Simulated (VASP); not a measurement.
**Lattice of CdTe, functional by functional**

How much does the relaxed cell of CdTe depend on the functional? The starting structure is a measured crystal structure from the Crystallography Open Database. The first relaxation on each setting starts from this cell expanded by 3 % in volume.

Main program and level: VASP 6.6.1; Kohn-Sham DFT with plane waves and PAW; PBEsol, LDA, PBE, PBEsol + D3(BJ), r2SCAN, r2SCAN + rVV10, rev-vdW-DF2 and AM05.

## 1. Starting point

It takes space group F-43m (No. 216, cubic). The conventional cell has a = 6.480 Å, b = 6.480 Å, c = 6.480 Å, α = 90.00°, β = 90.00°, γ = 90.00°. Te has 4 Cd at 2.81 Å nearest. Cd has 4 Te at 2.81 Å nearest. Farther neighbours and most contacts between anions are not listed.

## 2. Relaxation with PBEsol

PBEsol restores the gradient expansion of exchange and is tuned for the cells of solids.

Contents of INCAR:

```
SYSTEM = CdTe
PREC = Accurate
ENCUT = 450
EDIFF = 1E-06
NELM = 100
ISMEAR = 0
SIGMA = 0.03
LREAL = .FALSE.
ALGO = Normal
GGA = PS
NBANDS = 15
LORBIT = 11
LWAVE = .FALSE.
LCHARG = .FALSE.
KPAR = 4
IBRION = 2
NSW = 50
ISIF = 3
EDIFFG = -0.004
```

Contents of POSCAR:

```
CdTe
1.0
    0.0000000000      3.2720812943      3.2720812943
    3.2720812943      0.0000000000      3.2720812943
    3.2720812943      3.2720812943      0.0000000000
Te Cd
1 1
Direct
    0.7500000000      0.7500000000      0.7500000000
    0.0000000000      0.0000000000      0.0000000000
```

Contents of KPOINTS:

```
Automatic mesh
0
Gamma
6 6 6
0 0 0
```

PAW data sets: Te and Cd (PBE family, release 64).

Command:

```console
> mpirun -np 4 vasp_std
```

Log:

```text
[banner, memory and clock lines left out]
running    4 mpi-ranks, on    1 nodes
 distrk:  each k-point on    1 cores,    4 groups
 distr:  one band on    1 cores,    1 groups

 POSCAR found type information on POSCAR TeCd
 POSCAR found :  2 types and       2 ions
|                                                                             |
|               ----> ADVICE to this user running VASP <----                  |
|                                                                             |
|     You enforced a specific xc type in the INCAR file but a different       |
|     [... a line on the potential file left out ...]
|     I HOPE YOU KNOW WHAT YOU ARE DOING!                                     |
|                                                                             |

 LDA part: xc-table for (Slater+PW92), standard interpolation
 POSCAR, INCAR and KPOINTS ok, starting setup
 FFT: planning ... GRIDC
 FFT: planning ... GRID_SOFT
 FFT: planning ... GRID
 WAVECAR not read
 entering main loop
       N       E                     dE             d eps       ncg     rms          rms(c)
DAV:   1     0.836774600330E+02    0.83677E+02   -0.75676E+03   504   0.913E+02
DAV:   2    -0.270307251897E+01   -0.86381E+02   -0.82997E+02   585   0.229E+02
DAV:   3    -0.570738504918E+01   -0.30043E+01   -0.29992E+01   571   0.437E+01
DAV:   4    -0.573768033106E+01   -0.30295E-01   -0.30294E-01   755   0.369E+00
DAV:   5    -0.573775036025E+01   -0.70029E-04   -0.70029E-04   606   0.165E-01    0.511E+00
DAV:   6    -0.549764625432E+01    0.24010E+00   -0.46081E-01   515   0.864E+00    0.432E+00
DAV:   7    -0.547990134110E+01    0.17745E-01   -0.10135E-01   585   0.217E+00    0.177E+00
DAV:   8    -0.547896952507E+01    0.93182E-03   -0.94674E-03   536   0.116E+00    0.492E-01
DAV:   9    -0.547894624634E+01    0.23279E-04   -0.76550E-04   564   0.292E-01    0.106E-01
DAV:  10    -0.547898002611E+01   -0.33780E-04   -0.10547E-04   564   0.996E-02    0.534E-02
DAV:  11    -0.547900603149E+01   -0.26005E-04   -0.44665E-05   544   0.375E-02    0.309E-02
DAV:  12    -0.547900452650E+01    0.15050E-05   -0.36908E-06   564   0.135E-02    0.168E-02
DAV:  13    -0.547900445960E+01    0.66897E-07   -0.36749E-07   387   0.357E-03
   1 F= -.54790045E+01 E0= -.54790045E+01  d E =-.547900E+01
[... from here on, the cycles between the ionic steps are left out ...]
   2 F= -.54832092E+01 E0= -.54832092E+01  d E =-.420470E-02
   3 F= -.54835612E+01 E0= -.54835612E+01  d E =-.455672E-02
   4 F= -.54835561E+01 E0= -.54835561E+01  d E =-.455166E-02
   5 F= -.54835564E+01 E0= -.54835564E+01  d E =-.314925E-06
   6 F= -.54835575E+01 E0= -.54835575E+01  d E =-.142594E-05
   7 F= -.54835577E+01 E0= -.54835577E+01  d E =-.138985E-06
   8 F= -.54835578E+01 E0= -.54835578E+01  d E =-.210889E-06
   9 F= -.54835579E+01 E0= -.54835579E+01  d E =-.339523E-06
  10 F= -.54835581E+01 E0= -.54835581E+01  d E =-.593126E-06
  11 F= -.54835586E+01 E0= -.54835586E+01  d E =-.108480E-05
 curvature:  -0.06 expect dE=-0.864E-06 dE for cont linesearch -0.864E-06
 ZBRENT: increasing intervall
 opt :   0.2445  next Energy=    -5.483560 (dE=-0.269E-05)
 bond charge predicted
       N       E                     dE             d eps       ncg     rms          rms(c)
DAV:   1    -0.548356137159E+01   -0.22683E-05   -0.31611E-05   564   0.667E-02    0.920E-03
DAV:   2    -0.548355956345E+01    0.18081E-05   -0.39906E-06   368   0.286E-02    0.403E-03
DAV:   3    -0.548355944127E+01    0.12218E-06   -0.38090E-07   240   0.608E-03
  12 F= -.54835594E+01 E0= -.54835594E+01  d E =-.189721E-05
 curvature:  -0.11 expect dE=-0.510E-06 dE for cont linesearch -0.510E-06
 trial: gam=-0.21367 g(F)=  0.251E-45 g(S)=  0.451E-05 ort = 0.650E-05 (trialstep = 0.510E-01)
 search vector abs. value=  0.216E-05
 reached required accuracy - stopping structural energy minimisation
```

It took 11 s on 4 MPI ranks of Intel Xeon 6975P-C (Granite Rapids), shared host; peak memory 0.73 GiB; 41 s of CPU time.

The logs omit lines about the potential files and the build; timing stands in the text.

Parts of OUTCAR (step 2):

```text
ion  position               nearest neighbor table
   1  0.750  0.750  0.750-   2 2.83   2 2.83   2 2.83   2 2.83
   2  0.000  0.000  0.000-   1 2.83   1 2.83   1 2.83   1 2.83

  LATTYP: Found a face centered cubic cell.
 ALAT       =     6.5441625886

 Subroutine GETGRP returns: Found 24 space group operations
 (whereof 24 operations were pure point group operations)

The static configuration has the point symmetry T_d .

 Found     16 irreducible k-points:

   k-points           NKPTS =     16   k-points in BZ     NKDIM =     16   number of bands    NBANDS=     15

   dimension x,y,z NGX =    32 NGY =   32 NGZ =   32
   dimension x,y,z NGXF=    64 NGYF=   64 NGZF=   64

   ENCUT  =  450.0 eV  33.07 Ry    5.75 a.u.   8.00  8.00  8.00*2*pi/ulx,y,z

   NELECT =      18.0000    total number of electrons

 k-points in reciprocal lattice and weights: Automatic mesh
   0.00000000  0.00000000  0.00000000       0.005
   0.16666667  0.00000000  0.00000000       0.037
   0.33333333  0.00000000  0.00000000       0.037
   0.50000000  0.00000000  0.00000000       0.019
   0.16666667  0.16666667  0.00000000       0.028
   0.33333333  0.16666667  0.00000000       0.111
   0.50000000  0.16666667  0.00000000       0.111
  -0.33333333  0.16666667  0.00000000       0.111
  -0.16666667  0.16666667  0.00000000       0.056
[...]
-0.33333333  0.33333333  0.16666667       0.111
  -0.33333333  0.50000000  0.16666667       0.056

 average (electrostatic) potential at core
       1 -91.2990       2 -39.0172

 E-fermi :   2.3290

 k-point     1 :       0.0000    0.0000    0.0000
  band No.  band energies     occupation
    ...
      5      -5.8242      2.00000
      6      -5.8242      2.00000
      7       2.1529      2.00000
      8       2.1529      2.00000
      9       2.1529      2.00000
     10       2.7922      0.00000
     11       6.7002      0.00000
     12       6.7002      0.00000
     13       6.7002      0.00000
     14       9.4407      0.00000
    ...

 k-point     2 :       0.1667    0.0000    0.0000
  band No.  band energies     occupation
    ...
      5      -5.8255      2.00000
      6      -5.8255      2.00000
      7       0.3859      2.00000
      8       1.9248      2.00000
      9       1.9248      2.00000
     10       3.9158      0.00000
     11       6.7920      0.00000
     12       7.0377      0.00000
     13       7.0377      0.00000
     14      10.4439      0.00000
    ...

 k-point     3 :       0.3333    0.0000    0.0000
  band No.  band energies     occupation
    ...
      5      -5.8215      2.00000
      6      -5.7288      2.00000
      7      -1.4463      2.00000
      8       1.5441      2.00000
      9       1.5441      2.00000
     10       3.9861      0.00000
     11       7.3194      0.00000
     12       7.3194      0.00000
     13       8.2949      0.00000
     14      10.0756      0.00000
    ...

  Total       -0.0078988     -0.0078988     -0.0078988      0.0000000     -0.0000000     -0.0000000
  in kB       -0.1846783     -0.1846783     -0.1846783      0.0000000     -0.0000000     -0.0000000
  external PRESSURE =      -0.1846783 kB  Pullay stress =       0.0000000 kB

  energy-cutoff  :      450.00
  volume of cell :       68.53
      direct lattice vectors                 reciprocal lattice vectors
    -0.000000000  3.247938374  3.247938374    -0.153943808  0.153943808  0.153943808
     3.247938374 -0.000000000  3.247938374     0.153943808 -0.153943808  0.153943808
     3.247938374  3.247938374 -0.000000000     0.153943808  0.153943808 -0.153943808

 POSITION                                       TOTAL-FORCE (eV/Angst)
 -----------------------------------------------------------------------------------
      4.87191      4.87191      4.87191        -0.000000     -0.000000     -0.000000
      0.00000      0.00000      0.00000         0.000000      0.000000      0.000000
 -----------------------------------------------------------------------------------
    total drift:                                0.000001      0.000001      0.000001

  FREE ENERGIE OF THE ION-ELECTRON SYSTEM (eV)
  ---------------------------------------------------
  free  energy   TOTEN  =        -5.4835594413 eV

  energy  without entropy=       -5.4835594413  energy(sigma->0) =       -5.48355944

 reached required accuracy - stopping structural energy minimisation

 total charge
# of ion       s       p       d       tot
------------------------------------------
    1        1.352   2.045   0.021   3.417
    2        0.472   0.316   9.528  10.315
--------------------------------------------------
tot          1.823   2.360   9.549  13.732

[... 3 further parts left out ...]
```

Logs of long relaxations may skip ionic steps without a mark.

The PAW data sets were made with PBE, which is usual practice but a small mismatch for other functionals. The run keeps the 24 symmetry operations of its start, so it cannot find a distortion of lower symmetry.

With PBEsol the relaxed cell holds 34.263 Å³ an atom, +0.74 % against the measured cell, with a = 6.496 Å. Pressures at 0.985 and 1.015 times this volume, from two more relaxations that aren't shown, give a bulk modulus of 41.5 GPa.

## 3. Relaxation with LDA

LDA, the lowest rung, knows the local density alone. This run starts from the cell of an earlier relaxation, which isn't shown; the restart sets up the plane waves anew.

Changes to INCAR since step 2:

```diff
@@ -9,3 +9,3 @@
 ALGO = Normal
-GGA = PS
+GGA = CA
 NBANDS = 15
```

Contents of POSCAR:

```
CdTe
1.0
    0.0000000000      3.2099002738      3.2099002738
    3.2099002738      0.0000000000      3.2099002738
    3.2099002738      3.2099002738      0.0000000000
Te Cd
1 1
Direct
    0.7500000000      0.7500000000      0.7500000000
    0.0000000000      0.0000000000      0.0000000000
```

KPOINTS is that of step 2.

Potentials, in the order of the species: Te and Cd (LDA family, release 64).

Command:

```console
> mpirun -np 4 vasp_std
```

Log:

```text
[banner, memory and clock lines left out]
running    4 mpi-ranks, on    1 nodes
[...]
LDA part: xc-table for (Slater(with rela. corr.)+CA(PZ))
 , standard interpolation
 POSCAR, INCAR and KPOINTS ok, starting setup
[...]
entering main loop
       N       E                     dE             d eps       ncg     rms          rms(c)
DAV:   1     0.934623252084E+02    0.93462E+02   -0.78209E+03   496   0.938E+02
DAV:   2    -0.271455638048E+01   -0.96177E+02   -0.92200E+02   543   0.239E+02
DAV:   3    -0.625469699463E+01   -0.35401E+01   -0.35337E+01   606   0.479E+01
DAV:   4    -0.628843224981E+01   -0.33735E-01   -0.33733E-01   699   0.403E+00
[...]
DAV:  10    -0.604403768330E+01    0.10738E-04   -0.90627E-05   581   0.878E-02    0.573E-02
DAV:  11    -0.604404169888E+01   -0.40156E-05   -0.21581E-05   572   0.421E-02    0.328E-02
DAV:  12    -0.604404071690E+01    0.98198E-06   -0.21113E-06   500   0.123E-02
   1 F= -.60440407E+01 E0= -.60440407E+01  d E =-.604404E+01
[...]
DAV:   1    -0.604442513214E+01   -0.38343E-03   -0.71781E-03   564   0.102E+00    0.144E-01
DAV:   2    -0.604408709113E+01    0.33804E-03   -0.86843E-04   536   0.437E-01    0.487E-02
DAV:   3    -0.604405501481E+01    0.32076E-04   -0.69692E-05   564   0.836E-02    0.402E-02
DAV:   4    -0.604404955399E+01    0.54608E-05   -0.83826E-06   522   0.213E-02    0.655E-03
DAV:   5    -0.604404926738E+01    0.28661E-06   -0.79409E-07   289   0.119E-02
   2 F= -.60440493E+01 E0= -.60440493E+01  d E =-.855048E-05
 trial-energy change:   -0.000009  1 .order   -0.000008   -0.000030    0.000014
 step:   0.6868(harm=  0.6868)  dis= 0.00000  next Energy=    -6.044051 (dE=-0.102E-04)
[...]
N       E                     dE             d eps       ncg     rms          rms(c)
DAV:   1    -0.604408695950E+01   -0.37406E-04   -0.68997E-04   557   0.318E-01    0.446E-02
DAV:   2    -0.604405476932E+01    0.32190E-04   -0.83003E-05   550   0.135E-01    0.152E-02
DAV:   3    -0.604405167355E+01    0.30958E-05   -0.66005E-06   515   0.259E-02    0.126E-02
DAV:   4    -0.604405113032E+01    0.54323E-06   -0.76666E-07   247   0.655E-03
   3 F= -.60440511E+01 E0= -.60440511E+01  d E =-.104134E-04
[...]
reached required accuracy - stopping structural energy minimisation
```

It took 3.4 s on 4 MPI ranks; peak memory 0.62 GiB; 12 s of CPU time.

Parts of OUTCAR (step 3):

```text
  Total        0.0035054      0.0035054      0.0035054      0.0000000     -0.0000000      0.0000000
  in kB        0.0849932      0.0849932      0.0849932      0.0000000     -0.0000000      0.0000000
  external PRESSURE =       0.0849932 kB  Pullay stress =       0.0000000 kB

 POSITION                                       TOTAL-FORCE (eV/Angst)
 -----------------------------------------------------------------------------------
      4.81323      4.81323      4.81323         0.000000      0.000000      0.000000
     -0.00000      0.00000      0.00000        -0.000000     -0.000000     -0.000000
 -----------------------------------------------------------------------------------
    total drift:                               -0.000000     -0.000000     -0.000000

  FREE ENERGIE OF THE ION-ELECTRON SYSTEM (eV)
  ---------------------------------------------------
  free  energy   TOTEN  =        -6.0440511303 eV

  energy  without entropy=       -6.0440511303  energy(sigma->0) =       -6.04405113

[... 2 parts as in an earlier step ...]

[... 2 further parts left out ...]
[key lines of the parts left out:]
E-fermi :   2.6125
```

With LDA the relaxed cell holds 33.040 Å³ an atom, -2.86 % against the measured cell, with a = 6.418 Å. That is -3.57 % from PBEsol. Pressures at 0.985 and 1.015 times this volume, from two more relaxations that aren't shown, give a bulk modulus of 46.4 GPa.

## 4. Relaxation with PBE

PBE, the usual starting point, adds the gradient of the density. This run starts from the cell of an earlier relaxation, which isn't shown; the restart sets up the plane waves anew.

Changes to INCAR since step 3:

```diff
@@ -9,3 +9,3 @@
 ALGO = Normal
-GGA = CA
+GGA = PE
 NBANDS = 15
```

Contents of POSCAR:

```
CdTe
1.0
    0.0000000000      3.3086245723      3.3086245723
    3.3086245723      0.0000000000      3.3086245723
    3.3086245723      3.3086245723      0.0000000000
Te Cd
1 1
Direct
    0.7500000000      0.7500000000      0.7500000000
    0.0000000000      0.0000000000      0.0000000000
```

KPOINTS is that of step 3.

PAW data sets: Te and Cd (PBE family, release 64).

Command:

```console
> mpirun -np 4 vasp_std
```

Log:

```text
[banner, memory and clock lines left out]
running    4 mpi-ranks, on    1 nodes
[...]
LDA part: xc-table for (Slater+PW92), standard interpolation
 POSCAR, INCAR and KPOINTS ok, starting setup
[...]
entering main loop
       N       E                     dE             d eps       ncg     rms          rms(c)
DAV:   1     0.953355330680E+02    0.95336E+02   -0.77050E+03   480   0.924E+02
DAV:   2    -0.145410121637E+01   -0.96790E+02   -0.92460E+02   550   0.231E+02
DAV:   3    -0.500880533959E+01   -0.35547E+01   -0.35496E+01   585   0.480E+01
DAV:   4    -0.504303930940E+01   -0.34234E-01   -0.34233E-01   692   0.402E+00
[...]
DAV:  11    -0.480585804532E+01   -0.45449E-04   -0.84676E-05   529   0.548E-02    0.357E-02
DAV:  12    -0.480585696071E+01    0.10846E-05   -0.32500E-06   571   0.137E-02    0.200E-02
DAV:  13    -0.480585681915E+01    0.14156E-06   -0.60066E-07   436   0.383E-03
   1 F= -.48058568E+01 E0= -.48058568E+01  d E =-.480586E+01
[...]
N       E                     dE             d eps       ncg     rms          rms(c)
DAV:   1    -0.480629690061E+01   -0.43994E-03   -0.84293E-03   543   0.106E+00    0.154E-01
DAV:   2    -0.480591901303E+01    0.37789E-03   -0.94072E-04   515   0.433E-01    0.508E-02
DAV:   3    -0.480587728182E+01    0.41731E-04   -0.87672E-05   578   0.928E-02    0.428E-02
DAV:   4    -0.480586828579E+01    0.89960E-05   -0.10006E-05   494   0.221E-02    0.733E-03
DAV:   5    -0.480586748003E+01    0.80576E-06   -0.10268E-06   303   0.124E-02
   2 F= -.48058675E+01 E0= -.48058675E+01  d E =-.106609E-04
 trial-energy change:   -0.000011  1 .order   -0.000012   -0.000036    0.000012
 step:   0.7512(harm=  0.7512)  dis= 0.00000  next Energy=    -4.805870 (dE=-0.134E-04)
 reached required accuracy - stopping structural energy minimisation
```

Elapsed: 3.8 s, on 4 MPI ranks; peak memory 0.71 GiB.

From OUTCAR (step 4):

```text
  Total       -0.0073472     -0.0073472     -0.0073472     -0.0000000      0.0000000     -0.0000000
  in kB       -0.1622409     -0.1622409     -0.1622409     -0.0000000      0.0000000     -0.0000000
  external PRESSURE =      -0.1622409 kB  Pullay stress =       0.0000000 kB

 POSITION                                       TOTAL-FORCE (eV/Angst)
 -----------------------------------------------------------------------------------
      4.96559      4.96559      4.96559         0.000000      0.000000      0.000000
      3.31040      3.31040      6.62079        -0.000000     -0.000000     -0.000000
 -----------------------------------------------------------------------------------
    total drift:                                0.000001      0.000001      0.000001

  FREE ENERGIE OF THE ION-ELECTRON SYSTEM (eV)
  ---------------------------------------------------
  free  energy   TOTEN  =        -4.8058674800 eV

  energy  without entropy=       -4.8058674800  energy(sigma->0) =       -4.80586748

[... 2 parts as in an earlier step ...]

[... 2 further parts left out ...]
[key lines of the parts left out:]
E-fermi :   1.9478
```

With PBE the relaxed cell holds 36.278 Å³ an atom, +6.66 % against the measured cell, with a = 6.621 Å. That is +5.88 % from PBEsol. Pressures at 0.985 and 1.015 times this volume, from two more relaxations that aren't shown, give a bulk modulus of 35.2 GPa.

(Continued in part 2 of 3.)

[Lines on the potential files, build, host, timing and source positions are cut from VASP's logs without a mark.]

[Logs are printed without paths, hosts, clocks, repeated set-up lines and the standing remarks that a program may print on its own settings, such as how far it seeks lower states.]

[Hosts, paths, dates, database ids (printed as entryN), source tags and the programs' standing remarks are cut or masked in the printed files.]
